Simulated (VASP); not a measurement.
# Cs (I4/mmm) in VASP: notebook

One crystal, Cs, is run at these levels: PBE; tasks: single point.

Program: VASP 6.6.1. These are calculated values, not measurements. Logs are shortened: lines on timing, memory, paths and dates and some standing lists are left out, and cuts for length are marked.

### 1 The crystal as given

The structure is tetragonal, space group I4/mmm (No. 139). The conventional cell has a = 5.500 Å, b = 5.500 Å, c = 8.194 Å, α = 90.00°, β = 90.00°, γ = 90.00°.

This isn't the form of Cs at room conditions, which is bcc.

### 2 Single point, PBE

Input file INCAR:

```
PREC = Accurate
ENCUT = 550
EDIFF = 1E-6
ISMEAR = 1
SIGMA = 0.15
LREAL = False
LASPH = True
NELM = 100
ALGO = Normal
ISIF = 2
LWAVE = False
LCHARG = False
GGA = PE
NBANDS = 10
ADDGRID = False
```

Input file KPOINTS:

```
regular mesh
0
Gamma
  6 6 6
```

Input file POSCAR:

```
Cs
1.0
   -2.6528630000      2.7200140000      3.9488130000
    2.8833600000     -2.6988260000      4.0893020000
    2.7318000000      2.7777640000     -3.9345920000
Cs
1
Direct
    0.0073440000      0.0133040000      0.0001460000
```

Potentials or basis: VASP PAW PBE potentials, release 64 (Cs_sv).

On the command line:

```bash
> cat potpaw_PBE.64/Cs_sv/POTCAR > POTCAR
> mpirun -np 1 vasp_std > vasp.out
```

OUTCAR:

```text
PREC = Accurate
   ENCUT = 550
   EDIFF = 1E-6
   ISMEAR = 1
   LREAL = False
   LASPH = True
   NELM = 100
   ISIF = 2
   GGA = PE

 Found    112 irreducible k-points:

 Following reciprocal coordinates:
            Coordinates               Weight
  0.000000  0.000000  0.000000      1.000000
  0.166667  0.000000  0.000000      2.000000
  0.333333  0.000000 -0.000000      2.000000
  0.500000  0.000000  0.000000      1.000000
  0.000000  0.166667  0.000000      2.000000
  0.166667  0.166667  0.000000      2.000000
   k-points           NKPTS =    112   k-points in BZ     NKDIM =    112   number of bands    NBANDS=     10
   number of dos      NEDOS =    301   number of ions     NIONS =      1
   total plane-waves  NPLWV =  84672
   dimension x,y,z NGX =    42 NGY =   48 NGZ =   42
   dimension x,y,z NGXF=    84 NGYF=   96 NGZF=   84
   ions per type =               1
   NGX,Y,Z   is equivalent  to a cutoff of  12.74, 14.04, 12.61 a.u.
   NGXF,Y,Z  is equivalent  to a cutoff of  25.48, 28.07, 25.22 a.u.
 SYSTEM =  unknown system
   PREC   = accura    normal or accurate (medium, high low for compatibility)
   ISTART =      0    job   : 0-new  1-cont  2-samecut
   ICHARG =      2    charge: 1-file 2-atom 10-const
   ISPIN  =      1    spin polarized calculation?
   LNONCOLLINEAR =      F non collinear calculations
   LSORBIT =      F    spin-orbit coupling
   LASPH  =      T    aspherical Exc in radial PAW
   ENCUT  =  550.0 eV  40.42 Ry    6.36 a.u.  10.48 10.87 10.59*2*pi/ulx,y,z
   NELM   =    100;   NELMIN=  2; NELMDL= -5     # of ELM steps
   EDIFF  = 0.1E-05   stopping-criterion for ELM
   LREAL  =      F    real-space projection
   EDIFFG = 0.1E-04   stopping-criterion for IOM
   NSW    =      0    number of steps for IOM
   IBRION =     -1    ionic relax: 0-MD 1-quasi-New 2-CG
   NFREE  =      0    steps in history (QN), initial steepest desc. (CG)
   ISIF   =      2    stress and relaxation
   ISYM   =      2    0-nonsym 1-usesym 2-fastsym
   POTIM  = 0.5000    time-step for ionic-motion
   TEBEG  =    0.0;   TEEND  =   0.0 temperature during run
   PSTRESS=    0.0 pullay stress
   NELECT =       9.0000    total number of electrons
   NUPDOWN=      -1.0000    fix difference up-down
   EMIN   =  10.00;   EMAX   =-10.00  energy-range for DOS
   EFERMI =   0.00;   METHOD = LEGACY
   ISMEAR =     1;   SIGMA  =   0.15  broadening in eV -4-tet -1-fermi 0-gaus
   EFERMI_NEDOS =   21; number of points for ismear=-14 and -15
   IALGO  =     38    algorithm
   IMIX   =      4    mixing-type and parameters
     AMIX     =   0.40;   BMIX     =  1.00
     AMIX_MAG =   1.60;   BMIX_MAG =  1.00
  volume/ion in A,a.u.               =     123.95       836.44
  Fermi-wavevector in a.u.,A,eV,Ry     =   0.682981  1.290648  6.346621  0.466464
  Thomas-Fermi vector in A             =   1.762213
   LORBIT       =      0    0 simple, 1 ext, 2 COOP (PROOUT), +10 PAW based schemes
   GGA     = PE    functional components
   LHFCALC =     F    Hartree Fock is set to
   AEXX    =    0.0000 exact exchange contribution
   IVDW    =     0    specifies the selected vdW correction
   LEPSILON=     F    determine dielectric tensor
   LRPA    =     F    only Hartree local field effects (RPA)
 non-spin polarized calculation
 Methfessel and Paxton  Order N= 1 SIGMA  =   0.15
  energy-cutoff  :      550.00
  volume of cell :      123.95
 maximum number of plane-waves:      3662
 NGX is ok and might be reduce to    42

 number of electron       9.0000000 magnetization

 Free energy of the ion-electron system (eV)
  ---------------------------------------------------
  ext. energy  EPLUGINS =         0.00000000
  ---------------------------------------------------
  free energy    TOTEN  =        -0.83741122 eV

  energy without entropy =       -0.83576126  energy(sigma->0) =       -0.83686123

 E-fermi :   0.2519     XC(G=0):  -5.2221

 val. band max:        0.2285422291   @ k =   0.1667   0.1667   0.5000
 cond. band min:       0.2673189463   @ k =   0.3333  -0.3333   0.1667
 fundamental gap:      0.0387767173
 Fermi energy:         0.2518558565

 k-point     1 :       0.0000    0.0000    0.0000
  band No.  band energies     occupation
      1     -23.6254      2.00000
      2     -10.3848      2.00000
      3     -10.3767      2.00000
      4     -10.3755      2.00000
      5      -1.3296      2.00000
      6       2.4851     -0.00000
      7       2.7458     -0.00000
      8       2.7985     -0.00000
      9       3.6086      0.00000
     10       3.7917      0.00000

 k-point     2 :       0.1667    0.0000    0.0000
  band No.  band energies     occupation
      1     -23.6243      2.00000
      2     -10.4053      2.00000
      3     -10.3862      2.00000
      4     -10.3811      2.00000
      5      -1.0617      2.00000
      6       2.2446     -0.00000
      7       2.6566     -0.00000
      8       2.8738     -0.00000
      9       3.4835      0.00000
     10       3.5712      0.00000

 k-point     3 :       0.3333    0.0000   -0.0000
  band No.  band energies     occupation
      1     -23.6220      2.00000
      2     -10.4604      2.00000
      3     -10.3916      2.00000
      4     -10.3901      2.00000
      5      -0.3590      2.00000
      6       1.5381     -0.00000
      7       2.5785     -0.00000
      8       2.7401     -0.00000
      9       3.7739      0.00000
     10       3.9449      0.00000

 k-point     4 :       0.5000    0.0000    0.0000
  band No.  band energies     occupation
      1     -23.6209      2.00000
      2     -10.4874      2.00000
      3     -10.3966      2.00000
      4     -10.3923      2.00000
      5       0.2810      0.67841
      6       0.9937     -0.00000
      7       2.4636     -0.00000
      8       2.6165     -0.00000
      9       4.1352      0.00000
     10       4.6329      0.00000

 k-point     5 :       0.0000    0.1667    0.0000
  band No.  band energies     occupation
      1     -23.6246      2.00000
      2     -10.4081      2.00000
      3     -10.3794      2.00000
      4     -10.3782      2.00000
      5      -1.0840      2.00000
      6       2.1000     -0.00000
      7       2.7947     -0.00000
      8       2.8428     -0.00000
      9       3.5617      0.00000
     10       3.6740      0.00000

 k-point     6 :       0.1667    0.1667    0.0000
  band No.  band energies     occupation
      1     -23.6232      2.00000
      2     -10.4238      2.00000
      3     -10.4012      2.00000
      4     -10.3837      2.00000
      5      -0.6924      2.00000
      6       1.8970     -0.00000
      7       2.3806     -0.00000
      8       3.0896     -0.00000
      9       3.1537     -0.00000
     10       3.9979      0.00000

 [... further k-points ...]

------------------------ aborting loop because EDIFF is reached ----------------------------------------

  FORCE on cell =-STRESS in cart. coord.  units (eV):
  Direction    XX          YY          ZZ          XY          YZ          ZX
  --------------------------------------------------------------------------------------
  -------------------------------------------------------------------------------------
  Total       -0.0713309     -0.0501450     -0.0633281      0.0011941     -0.0053343     -0.0340630
  in kB       -0.9220362     -0.6481827     -0.8185908      0.0154348     -0.0689516     -0.4403041
  external PRESSURE =      -0.7962699 kB  Pullay stress =       0.0000000 kB

 VOLUME and BASIS-vectors are now :
 -----------------------------------------------------------------------------
  energy-cutoff  :      550.00
  volume of cell :      123.95
      direct lattice vectors                 reciprocal lattice vectors
    -2.652863000  2.720014000  3.948813000    -0.005972949  0.181656419  0.124099719
     2.883360000 -2.698826000  4.089302000     0.174839185 -0.002819191  0.119401107
     2.731800000  2.777764000 -3.934592000     0.175719406  0.179382947 -0.005511685

 POSITION                                       TOTAL-FORCE (eV/Angst)
 -----------------------------------------------------------------------------------
      0.01928     -0.01552      0.08283         0.000000     -0.000000      0.000000
 -----------------------------------------------------------------------------------
    total drift:                               -0.000003      0.000004     -0.000002

  FREE ENERGIE OF THE ION-ELECTRON SYSTEM (eV)
  ---------------------------------------------------
  free  energy   TOTEN  =        -0.8374112160 eV

  energy  without entropy=       -0.8357612551  energy(sigma->0) =       -0.83686123
```

stdout:

```text
POSCAR found type information on POSCAR Cs
 POSCAR found :  1 types and       1 ions
 scaLAPACK will be used
 LDA part: xc-table for (Slater+PW92), standard interpolation
 POSCAR, INCAR and KPOINTS ok, starting setup
 FFT: planning ... GRIDC
 FFT: planning ... GRID_SOFT
 FFT: planning ... GRID
 WAVECAR not read
 entering main loop
```

Wall time 66 s (1 thread of Intel Xeon Platinum 8488C (Sapphire Rapids), shared host); peak memory 0.35 GiB.

The run converged, but some of its settings lie outside the range that counts as converged, so its numbers aren't taken as properties of the crystal.

What came out:

- Free energy: -0.8374 eV
- Pressure: -0.1 GPa
- Band gap on the k mesh: none (metal or under the smearing width)

### 3 Single point, PBE

This run uses another cell than the first one, of the same volume but with other edges.

Edit INCAR of step 2 so:

```diff
@@ -1,3 +1,3 @@
 PREC = Accurate
-ENCUT = 550
+ENCUT = 900
 EDIFF = 1E-6
```

Input file KPOINTS:

```
regular mesh
0
Gamma
  5 5 5
```

Input file POSCAR:

```
Cs
1.0
   -2.7500754600      2.7500754600      4.0972389800
    2.7500754600     -2.7500754600      4.0972389800
    2.7500754600      2.7500754600     -4.0972389800
Cs
1
Direct
    0.0000000000      0.0000000000      0.0000000000
```

Potentials or basis: VASP PAW PBE potentials, release 64 (Cs_sv).

On the command line:

```bash
> cat potpaw_PBE.64/Cs_sv/POTCAR > POTCAR
> mpirun -np 1 vasp_std > vasp.out
```

It took 28 s on 1 thread of Intel Xeon Platinum 8488C (Sapphire Rapids), shared host; peak memory 0.39 GiB.

These settings aren't checked as converged: the numbers below hold their error.

What came out:

```
Free energy            : -0.8714 eV
Pressure               : -0.1 GPa
Band gap on the k mesh : none (metal or under the smearing width)
```

[end of part 1 of 2]
